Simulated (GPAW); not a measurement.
# W (Im-3m) in GPAW: a series of runs

The runs below take W through band structure, optical spectrum, with LDA, PBE.

Everything below comes from runs of GPAW 26.7.0. Logs are shortened: lines on timing, memory, paths and dates and some standing lists are left out, and cuts for length are marked. The log counts tension as positive stress, the text compression.

## 1. Starting point

It takes space group Im-3m (No. 229, cubic). Conventional cell: a = 3.165 Å, b = 3.165 Å, c = 3.165 Å, α = 90.00°, β = 90.00°, γ = 90.00°. Around W (site symmetry m-3m) lie 8 W at 2.74 Å.

## 2. Band structure, LDA, non-collinear spin, zero start, spin-orbit coupling

The input, run.py:

```python
from ase import Atoms
from ase.dft.bandgap import bandgap
from ase.io import write
from ase.parallel import parprint
from gpaw import GPAW, PW

atoms = Atoms(['W'],
              cell=[[-1.582345, 1.582345, 1.582345],
                    [1.582345, -1.582345, 1.582345],
                    [1.582345, 1.582345, -1.582345]],
              scaled_positions=[[0.0, 0.0, 0.0]],
              pbc=True)

calc = GPAW(mode=PW(600),
            xc='LDA',
            kpts={'size': (5, 5, 5), 'gamma': True},
            occupations={'name': 'fermi-dirac', 'width': 0.05},
            magmoms=[[0.0, 0.0, 0.0]],
            soc=True,
            symmetry='off',
            nbands=28,
            convergence={'density': 1e-05, 'energy': 1e-05},
            maxiter=150,
            txt='gpaw.txt')
atoms.calc = calc
energy = atoms.get_potential_energy()
forces = atoms.get_forces()
calc.write('gs.gpw')
write('result.traj', atoms)
parprint(f'Energy: {energy:.6f} eV')
parprint('Forces (eV/A):')
parprint(forces.round(4))
parprint('Moments:')
parprint(calc.get_non_collinear_magnetic_moments().round(3))
parprint('Fermi level:', round(calc.get_fermi_level(), 4), 'eV')
parprint(f'Gap: {bandgap(calc)[0]:.4f} eV, direct: {bandgap(calc, direct=True)[0]:.4f} eV')

path = atoms.cell.bandpath('GHNGPH,PN', npoints=60, eps=1e-4)
bs_calc = calc.fixed_density(kpts=path, symmetry='off', nbands=44,
                             convergence={'bands': 'CBM+6.0', 'eigenstates': 1e-6}, txt='bands.txt')
bs = bs_calc.band_structure()
bs.write('bs.json')
parprint(f'Gap on the path: {bandgap(bs_calc)[0]:.4f} eV')
```

Potentials or basis: the program's PAW data sets (release 1.2.1) made for this functional, pw.

The run is started by

```console
OMP_NUM_THREADS=1 mpirun -n 4 gpaw python run.py
```

gpaw.txt:

```text
__  _  _
 | _ |_)|_||  |
 |__||  | ||/\| - 26.7.0

Input parameters:
  mode=PW(ecut=600.0),
  convergence={'density': 1e-05, 'energy': 1e-05},
  kpts=MonkhorstPack(size=(5, 5, 5), gamma=True),
  magmoms=array([[0., 0., 0.]]),
  maxiter=150,
  nbands=28,
  occupations=Occupations(name='fermi-dirac', width=0.05),
  soc=True,
  symmetry=Symmetry(point_group=False, time_reversal=False),
  xc=XC(name='LDA')

Diagonalizing LCAO Hamiltonian
Converting LCAO to pw mode

       W

Atoms  # Å, Bohr magnetons
|   | symbol |        x |        y |        z |    initial magnetic moments |
|---|--------|----------|----------|----------|-----------------------------|
| 0 |      W | 0.000000 | 0.000000 | 0.000000 | ( 0.0000,  0.0000,  0.0000) |

Unit cell  # Å
| periodic |         x |         y |         z |  lengths |     angles |
|----------|-----------|-----------|-----------|----------|------------|
|      yes | -1.582345 |  1.582345 |  1.582345 | 2.740702 | 109.471221 |
|      yes |  1.582345 | -1.582345 |  1.582345 | 2.740702 | 109.471221 |
|      yes |  1.582345 |  1.582345 | -1.582345 | 2.740702 | 109.471221 |

Number of symmetries: 1
Symmetry operations  # r_c * U_cc + t_c -> r_c
|   | kind |            matrix            |
|---|------|------------------------------|
| 0 |  E   |  1, 0, 0,  0, 1, 0,  0, 0, 1 |

BZ-sampling:
  Number of BZ points: 125
  Number of IBZ points: 125

  Monkhorst-Pack size: [5, 5, 5]
  Monkhorst-Pack shift: [0, 0, 0]

K-points  # in reciprocal-cell coordinates
|     |                                coordinates |     weight |
|-----|--------------------------------------------|------------|
|   0 | ( -0.40000000,  -0.40000000,  -0.40000000) | 0.00800000 |
|   1 | ( -0.40000000,  -0.40000000,  -0.20000000) | 0.00800000 |
|   2 | ( -0.40000000,  -0.40000000,   0.00000000) | 0.00800000 |
|   3 | ( -0.40000000,  -0.40000000,   0.20000000) | 0.00800000 |
|   4 | ( -0.40000000,  -0.40000000,   0.40000000) | 0.00800000 |
|   5 | ( -0.40000000,  -0.20000000,  -0.40000000) | 0.00800000 |
|   6 | ( -0.40000000,  -0.20000000,  -0.20000000) | 0.00800000 |
|   7 | ( -0.40000000,  -0.20000000,   0.00000000) | 0.00800000 |
|   8 | ( -0.40000000,  -0.20000000,   0.20000000) | 0.00800000 |
|   9 | ( -0.40000000,  -0.20000000,   0.40000000) | 0.00800000 |
| ... |                                            |            |
| 124 | (  0.40000000,   0.40000000,   0.40000000) | 0.00800000 |

Plane wave coefficients: 538
Cutoff: 600.0 eV

Spin-components: 4 (non-collinear spins)
Bands:           56
Projectors:      6
Spin-degeneracy: 1
Datatype:        complex128

Parallelization:
  kpt:    4
  domain: 1
  band:   1

Density:
  Valence electrons: 14.0
  Components: 4
  Grid points: [16 16 16]
  Charge: 0.0  # |e|

Potential:
  Grid points: [16 16 16]

species:
  W:
    name:    Tungsten
    Z:       74.0
    valence: 14
    core:    60
    charge:  0.0  # [|e|]
    compensation charges:
      type: gauss
      rc: 0.40  # [Å]
      lmax: 2
    cutoffs:
      filter: 2.36  # [Å]
      core: 3.02  # [Å]
    projectors
    | kind |    occ | energy [eV] | rcut [Å] |
    |------|--------|-------------|----------|
    |   5s |  2.000 |     -79.053 |    1.344 |
    |   6s |  2.000 |      -5.886 |    1.344 |
    |   5p |  6.000 |     -43.417 |    1.355 |
    |   6p |  0.000 |      -1.469 |    1.355 |
    |   5d |  4.000 |      -4.693 |    1.228 |
    |    d |        |      22.518 |    1.228 |

    Using partial waves for W as LCAO basis

Reference energy: -438516.106214  # eV

eigensolver:
  PPCG
  Converge bands: occupied
  niter=2

density mixing:
  MSR1-Mixer
  Pratt-step length: 0.05
  Maximum mixing coefficient: 0.75
  Old densities: 10
  SVD Regularization: 0.005
  Good broyden scale: 1.0
  Trust region scale: 1.0
  Backstep threshold: 4.0
  History deletion threshold: 6.0
  Fourier metric: weight=20.0, sigma=0.015

occupation numbers:
  Fermi-Dirac:
    width: 0.0500  # eV

poisson solver:
  ecut: 4800.0  # eV

xc functional:
  name: None

convergence criteria:
[... 6 lines left out ...]
|iter     | |      energy | eigst |  dens |
|---------|-|-------------|-------|-------|
|iter:   1| |  -14.535564 | +0.59 |       | +0.0,+0.0,+0.0|
|iter:   2| |  -14.635731 | -1.82 | -1.27 | +0.0,-0.0,+0.0|
|iter:   3| |-11199.646281 | +3.50 | -1.26 | -0.0,+0.2,-0.2|
|iter:   4| |    0.348204 | +2.47 | +0.89 | -0.0,+0.0,-0.0|
|iter:   5| |  -14.362799 | +0.27 | -0.79 | -0.0,+0.0,-0.0|
|iter:   6| |  -14.384646 | -2.84 | -2.17 | -0.0,+0.0,-0.0|
|iter:   7| |  -14.385100 | -5.55 | -2.28 | +0.0,+0.0,-0.0|
|iter:   8| |  -14.385043 | -6.60 | -2.62 | +0.0,-0.0,-0.0|
|iter:   9| |  -14.384812 | -6.72 | -2.77 | +0.0,-0.0,-0.0|
|iter:  10| |  -14.384678 | -6.70 | -2.98 | -0.0,-0.0,-0.0|
|iter:  11| |  -14.384660 | -7.42c| -3.42 | -0.0,-0.0,+0.0|
|iter:  12| |  -14.384659c| -8.66c| -4.06 | -0.0,-0.0,+0.0|
|iter:  13| |  -14.384659c| -7.76c| -4.80 | -0.0,-0.0,+0.0|
|iter:  14| |  -14.384659c| -9.51c| -5.41c| -0.0,-0.0,+0.0|

Converged in 14 steps
Energy contributions relative to reference atoms: (reference = -438516.106214)

Energy contributions:
  Kinetic:           0.536672
  Coulomb:          -1.181201
  Zero:             -0.006683
  External:          0.000000
  Xc:              -10.692505
  Entropy:          -0.002760
  Spinorbit:        -3.039563
  ----------------------------
  Free energy:     -14.386039
  Extrapolated:    -14.384659

dipole moment: (-5.931736, -5.931736, -5.931736)  # |e|*Ang

Total magnetic moment: (-0.000001, -0.000000, 0.000001)

Local magnetic moments
|         x |         y |         z |
|-----------|-----------|-----------|
| -0.000000 | -0.000000 | -0.000000 |  # W    0

Fermi level: 14.007
Eigenvalues  # (at kpt = [-0.400, -0.400, -0.400])
| band index |      eig [eV] | occ [0-1] |
|------------|---------------|-----------|
|          0 |       -59.556 |     1.000 |
|        ... |               |           |
|          6 |       -20.428 |     1.000 |
|          7 |       -20.428 |     1.000 |
|          8 |        10.028 |     1.000 |
|          9 |        10.028 |     1.000 |
|         10 |        10.220 |     1.000 |
|         11 |        10.220 |     1.000 |
[... 8 lines left out ...]
|         20 |        25.002 |     0.000 |
|         21 |        25.002 |     0.000 |
|        ... |               |           |
|         55 |        67.695 |     0.000 |

No gap
No difference between direct/indirect transitions

Forces  # eV/Ang
|       x |        y |        z |
|---------|----------|----------|
| 0.00000 | -0.00000 | -0.00000 |  # W    0

# Writing to gs.gpw (mode='')
```

bands.txt:

```text
Diagonalizing LCAO Hamiltonian
Converting LCAO to pw mode
convergence criteria:
- Maximum integral of absolute [eigenst]ate change: 1e-06 eV^2 / valence electron
maximum number of iterations: 150

SCF iterations
|iter     | |      energy | eigst |  dens |
[... 66 lines left out ...]
         [ 0.5       , -0.5       ,  0.5       ],
         [ 0.25      ,  0.25      ,  0.25      ],
         [ 0.20833333,  0.20833333,  0.29166667],
         [ 0.16666667,  0.16666667,  0.33333333],
         [ 0.125     ,  0.125     ,  0.375     ],
         [ 0.08333333,  0.08333333,  0.41666667],
         [ 0.04166667,  0.04166667,  0.45833333],
         [ 0.        ,  0.        ,  0.5       ]])),
  magmoms=array([[0., 0., 0.]]),
  maxiter=150,
  nbands=44,
  occupations=Occupations(name='fermi-dirac', width=0.05),
  soc=True,
  symmetry=Symmetry(point_group=False, time_reversal=False),
  xc=XC(name='LDA')
```

It took 84 s on 4 MPI ranks of Arm Neoverse V2, shared host; peak memory 0.24 GiB.

Results:

* Free energy: -14.3860 eV
* Band gap along the path: none (metal or under the smearing width)
* Net moment: 0.00 μB per cell

Levels at the corners of the path, in eV from the Fermi level:
| point | band 11 | band 12 | band 13 | band 14 | band 15 | band 16 | band 17 | band 18 |
| --- | --- | --- | --- | --- | --- | --- | --- | --- |
| Γ | -1.23 | -1.23 | -1.23 | -1.23 | -0.68 | -0.68 | 2.47 | 2.47 |
| H | -5.58 | -5.58 | 5.11 | 5.11 | 5.11 | 5.11 | 5.89 | 5.89 |
| N | -3.34 | -3.34 | 1.12 | 1.12 | 2.28 | 2.28 | 3.28 | 3.28 |
| Γ | -1.23 | -1.23 | -1.23 | -1.23 | -0.68 | -0.68 | 2.47 | 2.47 |
| P | -2.40 | -2.40 | -2.40 | -2.40 | 3.44 | 3.44 | 3.44 | 3.44 |
| H | -5.58 | -5.58 | 5.11 | 5.11 | 5.11 | 5.11 | 5.89 | 5.89 |
| P | -2.40 | -2.40 | -2.40 | -2.40 | 3.44 | 3.44 | 3.44 | 3.44 |
| N | -3.34 | -3.34 | 1.12 | 1.12 | 2.28 | 2.28 | 3.28 | 3.28 |

Moments on the atoms (μB; x, y, z):
```
W   0.00 0.00 0.00
```

Caveat: the k mesh is coarse (spacing up to 0.56 Å⁻¹), so the values aren't converged; this program's spin-orbit splittings come out too wide for heavy elements.

## 3. Optical spectrum, PBE

This run uses another cell than the first one, of 14.90 Å³/atom, 0.940 times its volume.

The input, run.py:

```python
from ase.dft.bandgap import bandgap
from ase.io import read, write
from gpaw import GPAW, PW
from gpaw.response.df import DielectricFunction

atoms = read('W.xyz')

calc = GPAW(mode=PW(450),
            xc='PBE',
            kpts={'size': (9, 9, 9), 'gamma': True},
            occupations={'name': 'fermi-dirac', 'width': 0.05},
            nbands=16,
            convergence={'density': 1e-06},
            maxiter=150,
            txt='gpaw.txt')
atoms.calc = calc
energy = atoms.get_potential_energy()
calc.write('gs.gpw')
write('result.traj', atoms)
print(f'Energy: {energy:.6f} eV')
print('Fermi level:', round(calc.get_fermi_level(), 4), 'eV')
print(f'Gap: {bandgap(calc)[0]:.4f} eV, direct: {bandgap(calc, direct=True)[0]:.4f} eV')

dense = calc.fixed_density(kpts={'size': (30, 30, 30), 'gamma': True},
                           nbands=23, convergence={'bands': 17, 'eigenstates': 1e-7},
                           update_fermi_level=True, txt='dense.txt')
dense.write('dense.gpw', mode='all')

df = DielectricFunction('dense.gpw', frequencies={'type': 'nonlinear', 'domega0': 0.05, 'omega2': 10},
                        eta=0.1, ecut=50, nbands=17, rate='eta', txt='df.txt')
for direction in ['x']:
    df.get_dielectric_function(xc='RPA', direction=direction, filename=f'df_{direction}.csv')
```

The input, W.xyz:

```xyz
1
Lattice="-1.5500431812 1.5500431812 1.5500431812 1.5500431812 -1.5500431812 1.5500431812 1.5500431812 1.5500431812 -1.5500431812" Properties=species:S:1:pos:R:3 pbc="T T T"
W      0.0000000000      0.0000000000      0.0000000000
```

Potentials or basis: GPAW PAW data sets (gpaw-data 1.2.1), pw.

The run is started by

```console
OMP_NUM_THREADS=1 python run.py
```

gpaw.txt:

```text
__  _  _
 | _ |_)|_||  |
 |__||  | ||/\| - 26.7.0

Input parameters:
  mode=PW(ecut=450.00000000000006),
  convergence={'density': 1e-06},
  kpts=MonkhorstPack(size=(9, 9, 9), gamma=True),
  maxiter=150,
  nbands=16,
  occupations=Occupations(name='fermi-dirac', width=0.05),
  xc=XC(name='PBE')

Diagonalizing LCAO Hamiltonian
Converting LCAO to pw mode

       W

Atoms  # Å, Bohr magnetons
|   | symbol |        x |        y |        z |    initial magnetic moments |
|---|--------|----------|----------|----------|-----------------------------|
| 0 |      W | 0.000000 | 0.000000 | 0.000000 | ( 0.0000,  0.0000,  0.0000) |

Unit cell  # Å
| periodic |         x |         y |         z |  lengths |     angles |
|----------|-----------|-----------|-----------|----------|------------|
|      yes | -1.550043 |  1.550043 |  1.550043 | 2.684754 | 109.471221 |
|      yes |  1.550043 | -1.550043 |  1.550043 | 2.684754 | 109.471221 |
|      yes |  1.550043 |  1.550043 | -1.550043 | 2.684754 | 109.471221 |

Number of symmetries: 48
Symmetry operations  # r_c * U_cc + t_c -> r_c
|    | kind |            matrix            |
|----|------|------------------------------|
|  0 |  σ   |  1, 1, 1,  0, 0,-1,  0,-1, 0 |
|  1 |  C4  |  1, 1, 1,  0, 0,-1, -1, 0, 0 |
|  2 |  C2  |  1, 1, 1,  0,-1, 0,  0, 0,-1 |
|  3 |  S6  |  1, 1, 1,  0,-1, 0, -1, 0, 0 |
|  4 |  S6  |  1, 1, 1, -1, 0, 0,  0, 0,-1 |
|  5 |  C4  |  1, 1, 1, -1, 0, 0,  0,-1, 0 |
|  6 |  E   |  1, 0, 0,  0, 1, 0,  0, 0, 1 |
|  7 |  σ   |  1, 0, 0,  0, 1, 0, -1,-1,-1 |
|  8 |  σ   |  1, 0, 0,  0, 0, 1,  0, 1, 0 |
|  9 |  C3  |  1, 0, 0,  0, 0, 1, -1,-1,-1 |
| 10 |  C3  |  1, 0, 0, -1,-1,-1,  0, 1, 0 |
[... 118 lines left out ...]
  MSR1-Mixer
  Pratt-step length: 0.05
  Maximum mixing coefficient: 0.75
  Old densities: 10
  SVD Regularization: 0.005
  Good broyden scale: 1.0
  Trust region scale: 1.0
  Backstep threshold: 4.0
  History deletion threshold: 6.0
  Fourier metric: weight=20.0, sigma=0.015

occupation numbers:
  Fermi-Dirac:
    width: 0.0500  # eV

poisson solver:
  ecut: 3600.0000000000005  # eV

xc functional:
  name: PBE with 2 nearest neighbor stencil

convergence criteria:
- Maximum integral of absolute [dens]ity change: 1e-06 electrons / valence electron
- Maximum [total energy] change in last 3 cyles: 0.0005 eV / valence electron
- Maximum integral of absolute [eigenst]ate change: 4e-08 eV^2 / valence electron
maximum number of iterations: 150

SCF iterations
|iter     | |      energy | eigst |  dens |
|---------|-|-------------|-------|-------|
|iter:   1| |  -11.692525 | -0.17 |       |
|iter:   2| |  -11.657553 | -3.37 | -1.25 |
|iter:   3| |  -11.485791 | -2.32 | -1.28 |
|iter:   4| |  -11.488118 | -3.74 | -1.96 |
|iter:   5| |  -11.489056c| -4.96 | -2.37 |
|iter:   6| |  -11.489058c| -7.15 | -3.91 |
|iter:   7| |  -11.489058c| -8.10c| -4.25 |
|iter:   8| |  -11.489058c|-10.07c| -5.58 |
|iter:   9| |  -11.489058c|-10.82c| -6.07c|

Converged in 9 steps
Energy contributions relative to reference atoms: (reference = -438771.671655)

Energy contributions:
  Kinetic:          17.860321
  Coulomb:         -17.907221
  Zero:             -0.007299
  External:          0.000000
  Xc:              -11.430484
  Entropy:          -0.008752
  Spinorbit:         0.000000
  ----------------------------
  Free energy:     -11.493434
  Extrapolated:    -11.489058

dipole moment: (-5.781651, -5.781651, -5.781651)  # |e|*Ang

Fermi level: 15.790
Eigenvalues  # (at kpt = [0.000, 0.000, 0.000])
| band index |      eig [eV] | occ [0-2] |
|------------|---------------|-----------|
|          0 |       -58.151 |     2.000 |
|          1 |       -21.878 |     2.000 |
|          2 |       -21.878 |     2.000 |
|          3 |       -21.878 |     2.000 |
|          4 |         5.835 |     2.000 |
|          5 |        14.411 |     2.000 |
[... 8 lines left out ...]
|         14 |        43.578 |     0.000 |
|         15 |        47.304 |     0.000 |

No gap
No difference between direct/indirect transitions
# Writing to gs.gpw (mode='')
```

stdout:

```text
Energy: -11.489058 eV
Fermi level: 15.7898 eV
Gap: 0.0000 eV, direct: 0.0000 eV
```

df.txt:

```text
NonLinearFrequencyDescriptor(from 0.000 to 114.890 eV, 400 points)
NonLinearFrequencyDescriptor(from 0.000 to 114.890 eV, 400 points)

Calculating chi0 body with:
    Ground state adapter containing:
    Number of spins: 1
    Number of kpoints: 27000
    Number of irreducible kpoints: 752
    Number of completely occupied states: 6
    Number of partially occupied states: 9

    Linear response parametrization:
    q_c: [0.0, 0.0, 0.0]
    Number of frequency points: 400
[... 43 lines left out ...]
    Number of kpoints: 27000
    Number of irreducible kpoints: 752
    Number of completely occupied states: 6
    Number of partially occupied states: 9

Symmetries of q_c:
    Direct symmetries (Uq -> q): 48
    Indirect symmetries (TUq -> q): 0
In total 48 allowed symmetries.

Integral kind: intraband
Plasma frequency:
[[6.72+0.j 0.  +0.j 0.  +0.j]
 [0.  +0.j 6.72+0.j 0.  -0.j]
 [0.  +0.j 0.  -0.j 6.72+0.j]]

Finished calculating chi0
```

Wall time 97 s (1 thread of Arm Neoverse V1, shared host); peak memory 0.4 GiB.

What came out:

```
Free energy            : -11.4934 eV
Band gap on the k mesh : none (metal or under the smearing width)
```

Dielectric function (mean over the directions given):
| energy (eV) | real part | imaginary part |
| --- | --- | --- |
| 0.51 | -113.95 | 77.81 |
| 1.15 | -9.09 | 21.99 |
| 1.77 | 7.36 | 19.30 |
| 2.42 | 5.52 | 20.40 |
| 3.04 | 4.95 | 17.39 |
| 3.69 | 4.16 | 17.36 |
| 4.30 | 4.09 | 15.04 |
| 4.94 | 4.12 | 16.00 |
| 5.53 | -0.62 | 23.88 |
| 6.15 | -10.13 | 13.98 |
| 6.87 | -7.38 | 7.83 |
| 7.55 | -5.66 | 5.02 |
| 8.16 | -4.27 | 3.83 |
| 8.80 | -2.37 | 3.39 |
| 9.47 | -2.05 | 3.03 |
| 10.06 | -1.48 | 2.88 |
| 10.67 | -0.65 | 3.40 |
| 11.31 | -1.33 | 3.78 |
| 11.96 | -1.26 | 3.47 |
| 12.53 | -1.49 | 2.90 |
| 13.36 | -1.32 | 2.32 |
| 13.97 | -1.55 | 2.24 |
| 14.61 | -1.42 | 1.94 |
| 15.26 | -0.98 | 1.72 |
| 15.94 | -0.73 | 1.81 |
| 16.64 | -0.53 | 1.84 |
| 17.36 | -0.76 | 2.07 |
| 18.12 | -1.02 | 1.68 |
| 18.90 | -1.08 | 1.27 |
| 19.87 | -1.09 | 1.16 |

Caveat: the intraband term hangs on this k mesh; the long-wavelength limit can be off by several per cent where d states take part; independent-particle spectra lack excitons.

[end of part 1 of 2]
